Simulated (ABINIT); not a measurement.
A run of ABINIT 10.8.3 (patched build) is set up as follows.

The input run.abi:

```
ndtset 2

pp_dirpath "./"
pseudos "In.LDA_PW-JTH_sp.xml, As.LDA_PW-JTH_sp.xml"

acell 3*1.0
rprim
     0.0000000000     5.7031934441     5.7031934441
     5.7031934441     0.0000000000     5.7031934441
     5.7031934441     5.7031934441     0.0000000000
ntypat 2
znucl 49 33
natom 2
typat 1 2
xcart
     0.0000000000     0.0000000000     0.0000000000
     8.5547901662     8.5547901662     8.5547901662

ecut 15.0
pawecutdg 30.0

ixc 1

occopt 3
tsmear 0.00183747

nstep 100

iomode 3
prtwf 0
prteig 0
prtebands 0
enunit 1
prtden1 1

kptopt1 1
ngkpt1 8 8 8
nshiftk1 1
shiftk1 0.0 0.0 0.0
nband1 8
tolvrs1 1.0e-9

iscf2 -2
getden2 1
nband2 12
nbdbuf2 2
tolwfr2 1.0e-12
kptopt2 -9
ndivsm2 6
prteig2 1
prtvol2 -3
kptbounds2
     0.0000000000     0.0000000000     0.0000000000
     0.5000000000     0.0000000000     0.5000000000
     0.5000000000     0.2500000000     0.7500000000
     0.3750000000     0.3750000000     0.7500000000
     0.0000000000     0.0000000000     0.0000000000
     0.5000000000     0.5000000000     0.5000000000
     0.6250000000     0.2500000000     0.6250000000
     0.5000000000     0.2500000000     0.7500000000
     0.5000000000     0.5000000000     0.5000000000
     0.3750000000     0.3750000000     0.7500000000
```

Potentials or basis: JTH PAW LDA v2.0 sp.

The run is started by

```bash
$ abinit run.abi > log 2>&1
```

Predict the band gap on the k mesh.

none (metal or under the smearing width).

Predict the pressure.

1.1 GPa.

Levels at the corners of the path, in eV from the Fermi level:
| point | band 1 | band 2 | band 3 | band 4 | band 5 | band 6 | band 7 | band 8 | band 9 |
| --- | --- | --- | --- | --- | --- | --- | --- | --- | --- |
| Γ | -12.01 | -0.38 | -0.05 | -0.05 | -0.05 | 3.84 | 3.84 | 3.84 | 7.33 |
| X | -10.21 | -5.99 | -2.40 | -2.40 | 1.38 | 1.92 | 9.11 | 9.18 | 9.18 |
| W | -10.18 | -5.83 | -3.08 | -2.97 | 4.17 | 4.21 | 4.91 | 5.99 | 9.63 |
| K | -10.24 | -5.84 | -3.39 | -2.02 | 1.97 | 4.21 | 7.23 | 7.41 | 7.66 |
| Γ | -12.01 | -0.38 | -0.05 | -0.05 | -0.05 | 3.84 | 3.84 | 3.84 | 7.33 |
| L | -10.73 | -5.90 | -1.05 | -1.05 | 0.79 | 4.62 | 4.62 | 6.75 | 8.94 |
| U | -10.24 | -5.84 | -3.39 | -2.02 | 1.97 | 4.21 | 7.23 | 7.41 | 7.66 |
| W | -10.18 | -5.83 | -3.08 | -2.97 | 4.17 | 4.21 | 4.91 | 5.99 | 9.63 |
| L | -10.73 | -5.90 | -1.05 | -1.05 | 0.79 | 4.62 | 4.62 | 6.75 | 8.94 |
| K | -10.24 | -5.84 | -3.39 | -2.02 | 1.97 | 4.21 | 7.23 | 7.41 | 7.66 |

Caveat: spin-orbit coupling is left out, which moves the levels of the heavy elements; this set keeps more shells in the core, which shifts pressures and gaps; this crystal is a semiconductor, whose small gap the functional closes, so the metal is an error of the method; the atomic spheres overlap.

**The experiment to reproduce.**

From a printed reference work, data compilation, for a bulk crystal of InAs at 4.2 K: band gap 0.418 eV (direct).

Measured gap of InAs: 0.418 eV (direct; 4.2 K; a printed reference work, data compilation). This calculation gives 0.00 eV (-0.42 eV). Spin-orbit coupling on As, In is left out. The value is that of LDA-Teter on a finite k mesh, which can miss the band edges, without temperature or zero-point motion. Semilocal functionals fall short of measured gaps as a rule.
